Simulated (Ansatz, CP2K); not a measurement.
This is a calculation of As for CP2K 2026.2. Atoms were shifted at random by some hundredths of an Å from the given cell, which wasn't relaxed again for these runs. This isn't the form of As at room conditions, which is rhombohedral.

File as_scf.inp:

```
&GLOBAL
  PROJECT as_scf
  RUN_TYPE ENERGY_FORCE
  PRINT_LEVEL LOW
&END GLOBAL
&FORCE_EVAL
  METHOD QS
  STRESS_TENSOR ANALYTICAL
  &DFT
    BASIS_SET_FILE_NAME BASIS_MOLOPT_UZH
    POTENTIAL_FILE_NAME POTENTIAL_UZH
    &MGRID
      CUTOFF 450
      REL_CUTOFF 60
      NGRIDS 4
    &END MGRID
    &QS
      METHOD GPW
      EPS_DEFAULT 1.0E-10
    &END QS
    &KPOINTS
      SCHEME MONKHORST-PACK 7 7 9
      GAMMA_CENTERED T
      SYMMETRY T
      SYMMETRY_BACKEND SPGLIB
    &END KPOINTS
    &SCF
      SCF_GUESS ATOMIC
      EPS_SCF 1.0E-6
      MAX_SCF 100
      ADDED_MOS 10
      CHOLESKY OFF
      EPS_EIGVAL 1.0E-7
      &DIAGONALIZATION ON
        ALGORITHM STANDARD
      &END DIAGONALIZATION
      &MIXING ON
        METHOD BROYDEN_MIXING
        ALPHA 0.4
        BETA 1.5
        NBUFFER 8
      &END MIXING
      &SMEAR ON
        METHOD FERMI_DIRAC
        ELECTRONIC_TEMPERATURE 580.23
      &END SMEAR
    &END SCF
    &XC
      &XC_FUNCTIONAL PBE
      &END XC_FUNCTIONAL
    &END XC
    &PRINT
      &KPOINTS ON
      &END KPOINTS
      &MULLIKEN ON
      &END MULLIKEN
      &MO ON
        ENERGIES T
        OCCUPATION_NUMBERS T
        &EACH
          QS_SCF 0
        &END EACH
        ADD_LAST NUMERIC
      &END MO
      &LOWDIN ON
      &END LOWDIN
      &HIRSHFELD ON
        SHAPE_FUNCTION DENSITY
      &END HIRSHFELD
      &E_DENSITY_CUBE ON
        STRIDE 1
      &END E_DENSITY_CUBE
      &V_HARTREE_CUBE ON
        STRIDE 1
      &END V_HARTREE_CUBE
      &ELF_CUBE ON
        STRIDE 1
      &END ELF_CUBE
    &END PRINT
  &END DFT
  &SUBSYS
    &CELL
      ABC 4.5664000000 4.5664013823 2.8337400000
      ALPHA_BETA_GAMMA 90.0000000000 90.0000000000 119.9999899863
      PERIODIC XYZ
    &END CELL
    &COORD
      As  0.0029430448 2.6579752398 0.0314630152
      As  2.2968992000 1.3383462281 0.0512878603
    &END COORD
    &KIND As
      BASIS_SET TZVP-MOLOPT-PBE-GTH-q5
      POTENTIAL GTH-PBE-q5
    &END KIND
    &PRINT
      &ATOMIC_COORDINATES ON
      &END ATOMIC_COORDINATES
      &CELL ON
      &END CELL
    &END PRINT
  &END SUBSYS
  &PRINT
    &FORCES ON
    &END FORCES
    &STRESS_TENSOR ON
    &END STRESS_TENSOR
  &END PRINT
&END FORCE_EVAL
```

Potentials or basis: POTENTIAL_UZH As GTH-PBE-q5; TZVP-MOLOPT-PBE-GTH basis.

Command:

```console
$ OMP_NUM_THREADS=1 cp2k.psmp -i as_scf.inp -o as_scf.out
```

Set up the same calculation for Ansatz 0.2.0. Potentials or basis there: Ansatz PAW, cutoff 420 eV.

As run (cutoffs and basis follow the program's own potentials, and thresholds, step limits or extra output files can differ):

File input.yaml:

```yaml
crystal:
  lattice:
    - [4.5664, 0.0, 0.0]
    - [-2.2832, 3.95462, 0.0]
    - [0.0, 0.0, 2.83374]
  atoms:
    - { symbol: As, position: [0.336704, 0.672119, 0.011103] }
    - { symbol: As, position: [0.672213, 0.338426, 0.018099] }
hamiltonian:
  xc: pbe
  pseudopotentials: { kind: paw }
kpoints:
  mp_grid: { grid: [7, 7, 9] }
scf:
  occupations: { method: fermi_dirac, width: 0.05 }
output:
  forces: true
  stress: true
  eigenvalues: true
```

Potentials or basis: Ansatz PAW.

Run with:

```bash
$ ansatz run input.yaml --threads 1 --pin off --max-ram 3584MiB --backend cpu --events-out ev --progress --plain --runs-dir out
```

Both were run:

|  | CP2K | Ansatz |
| --- | --- | --- |
| Pressure | 0.2 GPa | -0.1 GPa |
| Largest force | 0.054 eV/Å | 0.051 eV/Å |

Ansatz's pressure holds a Pulay term of +0.02 GPa for its cutoff of 420 eV, which the other run lacks.

The potentials hold 10 and 30 valence electrons a cell.

Where Ansatz's input types no cutoff or centring, it takes its own default and a Γ-centred mesh.

Pressure is positive in compression.
